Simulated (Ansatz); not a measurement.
# Strain response of Si2Ni

Computed with Ansatz 0.2.0, DFT PBEsol, scalar-relativistic, plane waves, PAW. Run with 420 eV cutoff, 10×10×8 k-mesh, Gaussian smearing of 0.10 eV, no spin polarisation.

Starting point, cell and atoms relaxed:

```
CELL_PARAMETERS angstrom
2.69569 2.69569 0.00000
-2.69569 2.69569 0.00000
0.00000 0.00000 5.39139
ATOMIC_POSITIONS crystal
Si 0.00000 0.50000 0.75000
Si 0.50000 0.00000 0.75000
Si 0.50000 0.00000 0.25000
Si 0.00000 0.50000 0.25000
Ni 0.00000 0.00000 0.00000
Ni 0.50000 0.50000 0.50000
```

Deformation: uniaxial strain along a, with the lengths of b and c and the atoms relaxed and the angles held, all within the symmetry that the strain leaves. Energies are extrapolated to zero smearing. On this cell's mesh the reference holds a stress of up to 0.51 GPa.

| strain (%) | ΔE (meV/atom) | a (Å) | b (Å) | c (Å) |
| --- | --- | --- | --- | --- |
| -6.0 | 25.4 | 3.584 | 3.808 | 5.622 |
| -4.0 | 10.8 | 3.660 | 3.806 | 5.550 |
| -2.0 | 2.8 | 3.736 | 3.804 | 5.468 |
| +0.0 | 0.0 | 3.812 | 3.812 | 5.391 |
| +2.0 | 1.7 | 3.889 | 3.822 | 5.297 |
| +4.0 | 7.9 | 3.965 | 3.815 | 5.234 |
| +6.0 | 17.3 | 4.041 | 3.802 | 5.181 |

Task: What stiffness (1/V) d²E/dε² at zero strain does a cubic fit over all points give?

Result: A cubic fit gives (1/V) d²E/dε² = 146 GPa at zero strain (Young's modulus along this axis, angles held).

Task: How does the free axis b answer a small strain?

Result: Between the innermost points its strain is 0.12 times the applied one.